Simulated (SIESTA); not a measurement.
# Ga under changes of volume

One of the cells (18.073 Å³/atom); the others are scaled copies at fixed shape and fractional positions:

```xyz
1
Lattice="-1.3936 1.3936 2.3265 1.3936 -1.3936 2.3265 1.3936 1.3936 -2.3265" Properties=species:S:1:pos:R:3 pbc="T T T"
Ga    0.0000    0.0000    0.0000
```

This isn't the form of Ga at room conditions, which is orthorhombic.

| Property | Result |
| --- | --- |
| Program | SIESTA 5.4.2 |
| Functional | PBEsol |
| Potentials or basis | PseudoDojo 0.4 standard (PBEsol files) |
| Basis | DZP (energy shift 0.003 Ry; two zetas on semicore shells) |
| Grid cutoff | 800 Ry |
| Energy shift | 0.003 Ry |
| k mesh | 13 × 13 × 13 |
| Occupations | fermi-dirac, width 0.05 eV |
| Spin | no spin polarisation |

| volume (Å³/atom) | energy over the lowest point (meV/atom) | pressure (GPa) |
| --- | --- | --- |
| 16.655 | 13.93 | 4.6 |
| 17.010 | ? | ? |
| 17.364 | 0.00 | 1.3 |
| 18.073 | 0.63 | -1.2 |
| 18.427 | 5.18 | -2.3 |
| 18.781 | 11.67 | -3.4 |

Problem. What does the run at 17.010 Å³/atom give?

Solution. Energy over the lowest point 5.36 meV/atom; pressure 3.1 GPa.

Worked out: A Birch-Murnaghan fit of order 3 (a polynomial in V^(-2/3)) to the other rows has its minimum at 17.67 Å³/atom with B0 = V·E''(V) = 71 GPa (rough, since the energies scatter) at fixed shape and positions, which overstates the stiffness. It gives 4.80 meV/atom at 17.010 Å³/atom, against the run's 5.36, and -dE/dV = 3.1 GPa, against 3.1.

Energies are extrapolated to zero smearing.

Caveats: the basis of atomic orbitals isn't converged, which shifts pressures, moduli and gaps.
